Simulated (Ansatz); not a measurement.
# CdSe (Cadmoselite) (P6_3mc) in Ansatz: notebook

The runs below take CdSe (Cadmoselite) through single point, with PBE.

All numbers are computed with Ansatz 0.2.0; they aren't measurements. Logs are shortened: lines on timing, memory, paths and dates and some standing lists are left out, and cuts for length are marked.

**What was measured.**

A printed reference work, data compilation reports, for a bulk crystal of CdSe at 2 K: band gap 1.841 eV.

The results are compared with them further down.

### 1 The structure

Symmetry: P6_3mc, No. 186, hexagonal system. Conventional cell: a = 4.300 Å, b = 4.300 Å, c = 7.020 Å, α = 90.00°, β = 90.00°, γ = 120.00°. Cd (site symmetry 3m) has 4 Se at 2.61 to 2.70 Å as nearest neighbours. Around Se (site symmetry 3m) lie 4 Cd at 2.61 to 2.70 Å.

### 2 Single point, PBE

The input, input.yaml:

```yaml
crystal:
  lattice:
    - [4.3, 0.0, 0.0]
    - [-2.15, 3.7239092363, 0.0]
    - [0.0, 0.0, 7.02]
  atoms:
    - { symbol: Cd, position: [0.6666666667, 0.3333333333, 0.5] }
    - { symbol: Cd, position: [0.3333333333, 0.6666666667, 0.0] }
    - { symbol: Se, position: [0.6666666667, 0.3333333333, 0.885] }
    - { symbol: Se, position: [0.3333333333, 0.6666666667, 0.385] }
hamiltonian:
  xc: pbe
  pseudopotentials: { kind: paw }
kpoints:
  mp_grid: { grid: [7, 7, 4] }
scf:
  occupations: { method: gaussian, width: 0.019 }
output:
  forces: true
  stress: true
  eigenvalues: true
```

Potentials or basis: Ansatz PAW.

Started as:

```
$ ansatz run input.yaml --threads 2 --pin off --max-ram 5632MiB --backend cpu --events-out ev --progress --plain --runs-dir out
```

Output:

```text
Warning: RAYON_NUM_THREADS=2 ignored (pool sized by the plan → 2); use --threads N
Engine: ansatz 0.2.0, x86_64-unknown-linux-gnu
Pseudopotentials: kind: paw
Pseudopotential: Cd, paw, valence charge 20, recommended cutoff 420 eV (normal), Cd.paw.azcp
Pseudopotential: Se, paw, valence charge 16, recommended cutoff 420 eV (normal), Se.paw.azcp
Functional definition: PBE
  parameter kappa = 0.804
  parameter beta = 0.06672455060314922
  exchange = pbe_x(kappa = kappa, mu = beta*pi^2/3)
  correlation = pbe_c(beta = beta)
Crystal: 4 atoms, lattice volume = 112.410 Å³
Basis set: ecut = 420 eV, 2189 PW (Γ), exchange–correlation on 60×60×96 points (8 copies of the dense FFT grid, shifted against one another)
Bands: 44, of which v1, the nominal top of the filled ones, is band 36 counted from 1 (35 counted from 0)
Symmetry: 12 space group operations
Space group: P63mc (ITA 186), of the structure as read, at distance tolerance 4.8e-5 Å
k-points: 24 of 196 (time reversal used)
Non-local potential: Cd, projectors of the file, l = 0: 3, l = 1: 2, l = 2: 2, l = 3: 1
Non-local potential: Se, projectors of the file, l = 0: 2, l = 1: 2, l = 2: 3, l = 3: 1
PAW form: soft (Blöchl's): semilocal exchange-correlation on the pseudo side does not see the compensation charge
PAW one-centre angular grid: Cd, 590 points (default); XC on 64 Gauss nodes
PAW one-centre angular grid: Se, 590 points (default); XC on 64 Gauss nodes
Initial density: superposition of atomic densities (neutral atoms: chi_scale 0, normalization atom), corrected by the library's trained network
Initial wavefunctions: pseudopotential atomic-orbital guess
Functional: x = pbe(κ = 0.804, μ = 0.2195149727645171), c = pbe(β = 0.06672455060314922)
SCF iter   1: F=—  HF=-27449.509513 eV  |F-HF|=—  |Δ(HF+E_count)|=         —  Δρ=8.75e-4  dr2=1.69e-3  ethr=1.77e-3  ⟨swp⟩=6.5  Hψ=3960  notcnv=0  defer=1
preconditioner: auto → Resta (q_TF=auto, 2.533 Å⁻¹)  ε∞=4.0  [insulator: Δε(μ)=0.690 eV  Ē_g=12.156 eV  σ=0.019 eV  W_gap=1.00  n_scr=34 (ndim 8)  ℏωp=21.0 eV  f_vac=0.201  D(μ)=0.00/eV (n_scr^D=0)  ε∞_Penn≈4.0]
SCF iter   2: F=—  HF=-27449.510661 eV  |F-HF|=—  |Δ(HF+E_count)|=   1.15e-3  Δρ=5.01e-4  dr2=5.09e-4  ethr=2.35e-6  ⟨swp⟩=2.0  Hψ=1811  notcnv=0  defer=67
SCF iter   3: F=—  HF=-27449.510703 eV  |F-HF|=—  |Δ(HF+E_count)|=   4.18e-5  Δρ=2.27e-4  dr2=4.23e-5  ethr=7.08e-7  ⟨swp⟩=2.0  Hψ=1518  notcnv=0  defer=43
automatic band count: iteration 3 solves 43 bands in place of 44: the levels show a gap, and the empty bands left out lie too high to hold charge; the band table lists the bands solved (type scf.n_extra_bands for more)
SCF iter   4: F=—  HF=-27449.510761 eV  |F-HF|=—  |Δ(HF+E_count)|=   5.79e-5  Δρ=9.88e-5  dr2=1.15e-5  ethr=5.88e-8  ⟨swp⟩=2.7  Hψ=1818  notcnv=0  defer=43
SCF iter   5: F=—  HF=-27449.510776 eV  |F-HF|=—  |Δ(HF+E_count)|=   1.52e-5  Δρ=3.43e-5  dr2=2.08e-6  ethr=1.60e-8  ⟨swp⟩=2.0  Hψ=1379  notcnv=0  defer=43
SCF iter   6: F=—  HF=-27449.510778 eV  |F-HF|=—  |Δ(HF+E_count)|=   1.81e-6  Δρ=9.97e-6  dr2=1.06e-7  ethr=2.89e-9  ⟨swp⟩=2.0  Hψ=1418  notcnv=0  defer=43
SCF iter   7: F=-27449.510778 eV  HF=-27449.510778 eV  |F-HF|=9.50e-9  |Δ(HF+E_count)|=   2.48e-7  Δρ=5.14e-6  dr2=2.67e-8  ethr=1.39e-10  ⟨swp⟩=7.4  Hψ=4313  notcnv=0
SCF 1 converged in 7 iterations: F = -27449.510778 eV  dr2 = 2.67e-8
SCF converged after 7 iterations
Free energy (F): -27449.510778 eV
Harris-Foulkes:  -27449.510778 eV  (|F-HF|=9.50e-9)
Internal energy: -27449.510778 eV  (E = F + TS)
E sigma→0 (E₀):  -27449.510778 eV
Fermi energy:    7.828468 eV
--- Per-component energies (eV) ---
  E_band       = -1779.235000
  E_kinetic    = 1248.246272
  E_local      = -12776.457171  (includes V_loc(G=0)·N_el)
  E_nonlocal   = -1124.723804
  E_hartree    = 6078.069587
  E_xc         = -562.480724
  E_vxc        = -640.392420  (∫ρ·V_xc dr)
  E_paw        = -11989.161020  (= ΣΔE_a)
  E_vpaw       = -642.062671  (= ΣTr[D̂ρ^β])
  E_aug_tail   = -0.001150  (compensation charges beyond the density's cutoff)
  E_ewald      = -8323.002769
  E_smearing   = -0.000000  (= −TS)
  E_closure    = -0.000000  (closes the sum)
  Σ components = -27449.510778   (vs F -27449.510778, Δ=0.00e0)
--- Forces (eV/Å), atoms counted from 1 ---
  atom   1  Cd    -0.00000000     0.00000000     0.28164552
  atom   2  Cd     0.00000000    -0.00000000     0.28164552
  atom   3  Se     0.00000000     0.00000000    -0.28163872
  atom   4  Se    -0.00000000    -0.00000000    -0.28163872
  max |Σ_I F_I| component: 1.36e-5 eV/Å
--- Stress (GPa, compression-positive) ---
        3.687273       0.000000       0.000000
       -0.000000       3.687273       0.000000
        0.000000       0.000000       1.663126
  P = ⅓ Tr σ = 3.0126 GPa (30.126 kbar)
--- Band table (eV; the first three rows and the last of 24) ---
  k-point 0: bands = ["-94.1409", "-94.1409", "-55.2114", "-55.2111", "-55.2106", "-55.2106", "-55.2105", "-55.2105", "-39.1611", "-39.1611", "-39.1611", "-39.1611", "-39.1504", "-39.1504", "-39.1503", "-39.1503", "-39.1499", "-39.1498", "-5.1154", "-4.7483", "-0.4514", "-0.4514", "-0.3957", "-0.3957", "-0.3883", "-0.0926", "-0.0926", "-0.0283", "-0.0283", "0.2524", "3.2446", "6.7613", "6.7613", "7.4658", "7.4770", "7.4770", "8.1796", "9.5998", "13.3661", "13.3661", "13.6205", "14.4760", "14.4760"]
  k-point 1: bands = ["-94.1409", "-94.1409", "-55.2114", "-55.2112", "-55.2106", "-55.2106", "-55.2105", "-55.2105", "-39.1611", "-39.1611", "-39.1611", "-39.1611", "-39.1504", "-39.1504", "-39.1503", "-39.1503", "-39.1499", "-39.1498", "-5.0613", "-4.8012", "-0.4453", "-0.4453", "-0.4059", "-0.4059", "-0.3469", "-0.0814", "-0.0814", "-0.0359", "-0.0359", "0.0732", "3.7509", "6.3092", "6.8591", "6.8591", "7.3644", "7.3644", "9.2050", "9.7037", "13.1748", "13.4481", "13.4481", "14.2018", "14.2018"]
  k-point 2: bands = ["-94.1409", "-94.1409", "-55.2113", "-55.2113", "-55.2105", "-55.2105", "-55.2105", "-55.2105", "-39.1611", "-39.1611", "-39.1611", "-39.1611", "-39.1503", "-39.1503", "-39.1503", "-39.1503", "-39.1498", "-39.1498", "-4.9307", "-4.9307", "-0.4276", "-0.4276", "-0.4276", "-0.4276", "-0.1963", "-0.1963", "-0.0569", "-0.0569", "-0.0569", "-0.0569", "4.9144", "4.9144", "7.1044", "7.1044", "7.1044", "7.1044", "9.8165", "9.8165", "13.2979", "13.2979", "13.7409", "13.7409", "13.7409"]
  k-point 23: bands = ["-94.1409", "-94.1409", "-55.2113", "-55.2113", "-55.2107", "-55.2107", "-55.2107", "-55.2107", "-39.1611", "-39.1611", "-39.1611", "-39.1611", "-39.1504", "-39.1504", "-39.1503", "-39.1503", "-39.1498", "-39.1498", "-4.6511", "-4.6511", "-0.2811", "-0.2811", "-0.2622", "-0.2622", "-0.1130", "-0.1130", "-0.0676", "-0.0676", "0.3306", "0.3306", "3.3874", "3.3874", "5.1404", "5.1404", "6.3935", "6.3935", "11.2526", "11.2526", "13.2411", "13.2411", "13.7783", "13.7783", "15.5503"]
```

Wall time 9.3 s (2 threads of Intel Xeon at 2.50GHz (Skylake/Cascade Lake), shared host); peak memory 0.42 GiB.

Results:

```yaml
Free_energy: -27449.5108 eV
Pressure: 3.0 GPa
Largest_force: 0.282 eV/Å
Band_gap_on_the_k_mesh: 0.70 eV, direct
```

Forces on the atoms (eV/Å):
```
Cd   0.000  0.000  0.282
Cd   0.000  0.000  0.282
Se   0.000  0.000 -0.282
Se   0.000  0.000 -0.282
```

Stress tensor (GPa, compression positive):
```
3.69 0.00 0.00
0.00 3.69 0.00
0.00 0.00 1.66
```

Caveat: odd divisions of the mesh miss points on the zone boundary, where band edges often lie, so the gap on the mesh can be too wide.

### 3 Single point, PBE

input.yaml, as its differences from that of step 2:

```diff
@@ -16,3 +16,3 @@
 scf:
-  occupations: { method: gaussian, width: 0.019 }
+  occupations: { method: gaussian, width: 0.02 }
 output:
```

Potentials or basis: Ansatz PAW.

Started as:

```
$ ansatz run input.yaml --threads 2 --pin off --max-ram 5632MiB --backend cpu --events-out ev --progress --plain --runs-dir out
```

Output:

```text
Warning: RAYON_NUM_THREADS=2 ignored (pool sized by the plan → 2); use --threads N
Engine: ansatz 0.2.0, x86_64-unknown-linux-gnu
Pseudopotentials: kind: paw
Pseudopotential: Cd, paw, valence charge 20, recommended cutoff 420 eV (normal), Cd.paw.azcp
Pseudopotential: Se, paw, valence charge 16, recommended cutoff 420 eV (normal), Se.paw.azcp
Functional definition: PBE
  parameter kappa = 0.804
  parameter beta = 0.06672455060314922
  exchange = pbe_x(kappa = kappa, mu = beta*pi^2/3)
  correlation = pbe_c(beta = beta)
Crystal: 4 atoms, lattice volume = 112.410 Å³
Basis set: ecut = 420 eV, 2189 PW (Γ), exchange–correlation on 60×60×96 points (8 copies of the dense FFT grid, shifted against one another)
Bands: 44, of which v1, the nominal top of the filled ones, is band 36 counted from 1 (35 counted from 0)
Symmetry: 12 space group operations
Space group: P63mc (ITA 186), of the structure as read, at distance tolerance 4.8e-5 Å
k-points: 24 of 196 (time reversal used)
Non-local potential: Cd, projectors of the file, l = 0: 3, l = 1: 2, l = 2: 2, l = 3: 1
Non-local potential: Se, projectors of the file, l = 0: 2, l = 1: 2, l = 2: 3, l = 3: 1
PAW form: soft (Blöchl's): semilocal exchange-correlation on the pseudo side does not see the compensation charge
PAW one-centre angular grid: Cd, 590 points (default); XC on 64 Gauss nodes
PAW one-centre angular grid: Se, 590 points (default); XC on 64 Gauss nodes
Initial density: superposition of atomic densities (neutral atoms: chi_scale 0, normalization atom), corrected by the library's trained network
Initial wavefunctions: pseudopotential atomic-orbital guess
Functional: x = pbe(κ = 0.804, μ = 0.2195149727645171), c = pbe(β = 0.06672455060314922)
SCF iter   1: F=—  HF=-27449.509513 eV  |F-HF|=—  |Δ(HF+E_count)|=         —  Δρ=8.75e-4  dr2=1.69e-3  ethr=1.77e-3  ⟨swp⟩=6.4  Hψ=3938  notcnv=0  defer=2
preconditioner: auto → Resta (q_TF=auto, 2.533 Å⁻¹)  ε∞=4.0  [insulator: Δε(μ)=0.690 eV  Ē_g=12.156 eV  σ=0.020 eV  W_gap=1.00  n_scr=34 (ndim 8)  ℏωp=21.0 eV  f_vac=0.201  D(μ)=0.00/eV (n_scr^D=0)  ε∞_Penn≈4.0]
SCF iter   2: F=—  HF=-27449.510662 eV  |F-HF|=—  |Δ(HF+E_count)|=   1.15e-3  Δρ=5.01e-4  dr2=5.10e-4  ethr=2.35e-6  ⟨swp⟩=2.0  Hψ=1786  notcnv=0  defer=60
SCF iter   3: F=—  HF=-27449.510705 eV  |F-HF|=—  |Δ(HF+E_count)|=   4.30e-5  Δρ=2.27e-4  dr2=4.23e-5  ethr=7.08e-7  ⟨swp⟩=2.0  Hψ=1492  notcnv=0  defer=36
automatic band count: iteration 3 solves 43 bands in place of 44: the levels show a gap, and the empty bands left out lie too high to hold charge; the band table lists the bands solved (type scf.n_extra_bands for more)
SCF iter   4: F=—  HF=-27449.510761 eV  |F-HF|=—  |Δ(HF+E_count)|=   5.63e-5  Δρ=9.88e-5  dr2=1.15e-5  ethr=5.88e-8  ⟨swp⟩=2.7  Hψ=1811  notcnv=0  defer=36
SCF iter   5: F=—  HF=-27449.510776 eV  |F-HF|=—  |Δ(HF+E_count)|=   1.52e-5  Δρ=3.43e-5  dr2=2.08e-6  ethr=1.60e-8  ⟨swp⟩=2.0  Hψ=1379  notcnv=0  defer=36
SCF iter   6: F=—  HF=-27449.510778 eV  |F-HF|=—  |Δ(HF+E_count)|=   1.81e-6  Δρ=9.97e-6  dr2=1.06e-7  ethr=2.89e-9  ⟨swp⟩=2.0  Hψ=1418  notcnv=0  defer=36
SCF iter   7: F=-27449.510778 eV  HF=-27449.510778 eV  |F-HF|=9.51e-9  |Δ(HF+E_count)|=   2.48e-7  Δρ=5.14e-6  dr2=2.67e-8  ethr=1.39e-10  ⟨swp⟩=7.4  Hψ=4343  notcnv=0
SCF 1 converged in 7 iterations: F = -27449.510778 eV  dr2 = 2.67e-8
SCF converged after 7 iterations
Free energy (F): -27449.510778 eV
Harris-Foulkes:  -27449.510778 eV  (|F-HF|=9.51e-9)
Internal energy: -27449.510778 eV  (E = F + TS)
E sigma→0 (E₀):  -27449.510778 eV
Fermi energy:    7.828487 eV
--- Per-component energies (eV) ---
  E_band       = -1779.235000
  E_kinetic    = 1248.246272
  E_local      = -12776.457172  (includes V_loc(G=0)·N_el)
  E_nonlocal   = -1124.723802
  E_hartree    = 6078.069588
  E_xc         = -562.480723
  E_vxc        = -640.392420  (∫ρ·V_xc dr)
  E_paw        = -11989.161022  (= ΣΔE_a)
  E_vpaw       = -642.062672  (= ΣTr[D̂ρ^β])
  E_aug_tail   = -0.001150  (compensation charges beyond the density's cutoff)
  E_ewald      = -8323.002769
  E_smearing   = -0.000000  (= −TS)
  E_closure    = -0.000000  (closes the sum)
  Σ components = -27449.510778   (vs F -27449.510778, Δ=0.00e0)
--- Forces (eV/Å), atoms counted from 1 ---
  atom   1  Cd     0.00000000     0.00000000     0.28164554
  atom   2  Cd     0.00000000    -0.00000000     0.28164554
  atom   3  Se     0.00000000     0.00000000    -0.28163874
  atom   4  Se     0.00000000    -0.00000000    -0.28163874
  max |Σ_I F_I| component: 1.36e-5 eV/Å
--- Stress (GPa, compression-positive) ---
        3.687273      -0.000000       0.000000
       -0.000000       3.687273       0.000000
        0.000000      -0.000000       1.663127
  P = ⅓ Tr σ = 3.0126 GPa (30.126 kbar)
--- Band table (eV; the first three rows and the last of 24) ---
  k-point 0: bands = ["-94.1409", "-94.1409", "-55.2114", "-55.2111", "-55.2106", "-55.2106", "-55.2105", "-55.2105", "-39.1611", "-39.1611", "-39.1611", "-39.1611", "-39.1504", "-39.1504", "-39.1503", "-39.1503", "-39.1499", "-39.1498", "-5.1154", "-4.7483", "-0.4514", "-0.4514", "-0.3957", "-0.3957", "-0.3883", "-0.0926", "-0.0926", "-0.0283", "-0.0283", "0.2524", "3.2446", "6.7613", "6.7613", "7.4658", "7.4770", "7.4770", "8.1796", "9.5998", "13.3661", "13.3661", "13.6205", "14.4760", "14.4760"]
  k-point 1: bands = ["-94.1409", "-94.1409", "-55.2114", "-55.2112", "-55.2106", "-55.2106", "-55.2105", "-55.2105", "-39.1611", "-39.1611", "-39.1611", "-39.1611", "-39.1504", "-39.1504", "-39.1503", "-39.1503", "-39.1498", "-39.1498", "-5.0613", "-4.8012", "-0.4453", "-0.4453", "-0.4059", "-0.4059", "-0.3469", "-0.0814", "-0.0814", "-0.0359", "-0.0359", "0.0732", "3.7509", "6.3092", "6.8591", "6.8591", "7.3644", "7.3644", "9.2050", "9.7037", "13.1748", "13.4481", "13.4481", "14.2018", "14.2018"]
  k-point 2: bands = ["-94.1409", "-94.1409", "-55.2113", "-55.2113", "-55.2105", "-55.2105", "-55.2105", "-55.2105", "-39.1611", "-39.1611", "-39.1611", "-39.1611", "-39.1503", "-39.1503", "-39.1503", "-39.1503", "-39.1498", "-39.1498", "-4.9307", "-4.9307", "-0.4276", "-0.4276", "-0.4276", "-0.4276", "-0.1963", "-0.1963", "-0.0569", "-0.0569", "-0.0569", "-0.0569", "4.9144", "4.9144", "7.1044", "7.1044", "7.1044", "7.1044", "9.8165", "9.8165", "13.2979", "13.2979", "13.7409", "13.7409", "13.7409"]
  k-point 23: bands = ["-94.1409", "-94.1409", "-55.2113", "-55.2113", "-55.2107", "-55.2107", "-55.2107", "-55.2107", "-39.1611", "-39.1611", "-39.1611", "-39.1611", "-39.1504", "-39.1504", "-39.1503", "-39.1503", "-39.1498", "-39.1498", "-4.6511", "-4.6511", "-0.2811", "-0.2811", "-0.2622", "-0.2622", "-0.1130", "-0.1130", "-0.0676", "-0.0676", "0.3306", "0.3306", "3.3874", "3.3874", "5.1404", "5.1404", "6.3935", "6.3935", "11.2526", "11.2526", "13.2411", "13.2411", "13.7783", "13.7783", "15.5503"]
```

Run time: 9.3 s. Hardware: 2 threads of Intel Xeon at 2.50GHz (Skylake/Cascade Lake), shared host; peak memory 0.42 GiB.

Results:

```
Free energy            : -27449.5108 eV
Pressure               : 3.0 GPa
Largest force          : 0.282 eV/Å
Band gap on the k mesh : 0.70 eV, direct
```

Forces on the atoms (eV/Å):
```
Cd   0.000  0.000  0.282
Cd   0.000  0.000  0.282
Se   0.000  0.000 -0.282
Se   0.000  0.000 -0.282
```

Caveat: odd divisions of the mesh miss points on the zone boundary, where band edges often lie, so the gap on the mesh can be too wide.

[end of part 1 of 2]
